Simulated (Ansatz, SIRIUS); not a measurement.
Given: the input of a run of Ansatz 0.2.0 on CoO. Measurements of this composition are mostly on another form, of space group No. 225.

File input.yaml:

```yaml
crystal:
  lattice:
    - [2.85629923, 0.0, 0.0]
    - [-1.42814961, 2.47362769, 0.0]
    - [0.0, 0.0, 2.78760653]
  atoms:
    - { symbol: Co, position: [0.0, 0.0, 0.0], spin: 2.0 }
    - { symbol: O, position: [0.6666666667, 0.3333333333, 0.5] }
hamiltonian:
  xc: pbe
  pseudopotentials: { kind: paw }
magnetization:
  spin_polarized: true
kpoints:
  mp_grid: { grid: [11, 11, 10] }
scf:
  occupations: { method: fermi_dirac, width: 0.05 }
output:
  forces: true
  stress: true
  eigenvalues: true
```

Potentials or basis: Ansatz PAW.

The run is started by

```sh
$ ansatz run input.yaml --threads 1 --pin off --max-ram 3584MiB --backend cpu --events-out ev --progress --plain --runs-dir out
```

Set up the same calculation for SIRIUS 7.10.0. Potentials or basis there: PseudoDojo 0.4.1 PBE standard (scalar relativistic), cutoff 1307 eV.

As run (cutoffs and basis follow the program's own potentials, and thresholds, step limits or extra output files can differ):

The input sirius.json:

```json
{
  "control": {
    "processing_unit": "cpu",
    "verbosity": 2,
    "num_bands_to_print": 19,
    "print_forces": true,
    "print_stress": true
  },
  "parameters": {
    "electronic_structure_method": "pseudopotential",
    "xc_functionals": ["XC_GGA_X_PBE", "XC_GGA_C_PBE"],
    "gk_cutoff": 9.8,
    "pw_cutoff": 19.6,
    "ngridk": [11, 11, 10],
    "shiftk": [0, 0, 0],
    "smearing": "fermi_dirac",
    "smearing_width": 0.0018374661,
    "num_bands": 19,
    "num_mag_dims": 1,
    "num_dft_iter": 100,
    "energy_tol": 1e-08,
    "density_tol": 1e-06
  },
  "iterative_solver": {
    "type": "davidson",
    "min_tolerance": 1e-09,
    "tolerance_scale": [0.1, 0.25]
  },
  "mixer": {
    "type": "anderson",
    "beta": 0.5,
    "max_history": 8
  },
  "settings": {
    "tol_ne": 1e-10,
    "pseudo_grid_cutoff": 6.5,
    "smooth_initial_mag": true
  },
  "unit_cell": {
    "lattice_vectors": [
      [5.397623274679, 0.0, 0.0],
      [-2.698811627891, 4.674478868391, 0.0],
      [0.0, 0.0, 5.267812884918]
    ],
    "atom_coordinate_units": "lattice",
    "atom_types": ["Co", "O"],
    "atom_files": {
      "O": "O.json",
      "Co": "Co.json"
    },
    "atoms": {
      "Co": [
        [0.0, 0.0, 0.0, 0.0, 0.0, 2.0]
      ],
      "O": [
        [0.6666666667, 0.3333333333, 0.5, 0.0, 0.0, 0.0]
      ]
    }
  }
}
```

Potentials or basis: PseudoDojo 0.4.1 PBE standard (scalar relativistic).

Launch:

```sh
$ upf_to_json O.upf
$ upf_to_json Co.upf
$ OMP_NUM_THREADS=1 sirius.scf --input=sirius.json --output=out.json --task=0
```

Both were run:

|  | Ansatz | SIRIUS |
| --- | --- | --- |
| Pressure | -7.8 GPa | -8.6 GPa |
| Net moment | 3.00 μB per cell | 3.00 μB per cell |
| Absolute moment | 3.05 μB per cell | 3.06 μB per cell |

Ansatz's pressure holds a Pulay term of +0.69 GPa for its cutoff of 420 eV, which the other run lacks.

Where Ansatz's input types no cutoff or centring, it takes its own default and a Γ-centred mesh.

The magnetic state is the one that the start led to; the real crystal's order can differ.

Pressure is positive in compression.
